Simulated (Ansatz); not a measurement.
## SnSe: random displacements

The calculation used DFT PBE+D3(BJ), scalar-relativistic, plane waves, PAW (Ansatz). Settings: plane waves to 420 eV, k-mesh 6×6×6 (Γ-centred), Gaussian smearing 0.05 eV. No spin polarisation. Energies are free energies at this smearing, counted from the undisturbed cell; pressure is positive in compression.

The undisturbed cell (relaxed at this level; this form isn't the usual structure):

```
CELL_PARAMETERS angstrom
5.97754 0.00000 0.00000
0.00000 -5.97754 0.00000
0.00000 0.00000 -5.97754
ATOMIC_POSITIONS crystal
Sn 0.00000 0.00000 0.00000
Sn 0.50000 0.50000 0.00000
Sn 0.50000 0.00000 0.50000
Sn 0.00000 0.50000 0.50000
Se 0.50000 0.00000 0.00000
Se 0.00000 0.50000 0.00000
Se 0.00000 0.00000 0.50000
Se 0.50000 0.50000 0.50000
```

After a displacement of all atoms with no net shift and a strain of the cell, the run gives ΔE = 45.1 meV/atom; stress (xx, yy, zz, yz, xz, xy; compression positive) (-1.62, 3.71, -5.28, -0.09, -0.77, 0.86) GPa.

```
atom Fx (eV/Å) Fy Fz
 Sn1      0.003   0.017  -0.029
 Sn2      0.016   0.040   0.010
 Sn3      0.022  -0.013   0.043
 Sn4     -0.010   0.005   0.011
 Se5     -0.090  -0.039   0.005
 Se6     -0.006  -0.011  -0.007
 Se7      0.061  -0.029  -0.036
 Se8      0.005   0.030   0.002
```

Question: Which displacements (Å, in the unstrained cell) and strain were applied?

Answer:
```tsv
atom	ux	uy	uz
Sn1	0.02	-0.02	0.02
Sn2	-0.01	-0.01	-0.02
Sn3	-0.03	0.00	0.00
Sn4	0.02	0.00	0.03
Se5	0.05	0.01	-0.08
Se6	-0.01	0.01	0.01
Se7	0.00	0.00	0.04
Se8	-0.04	0.01	0.00
```
Strain (Voigt, engineering shear): (0.0104, -0.0281, 0.0520, 0.0124, 0.0565, -0.0568).

Cost: 1 run of about 3.9 core-minutes, on AMD EPYC (Zen 3) (shared hosts).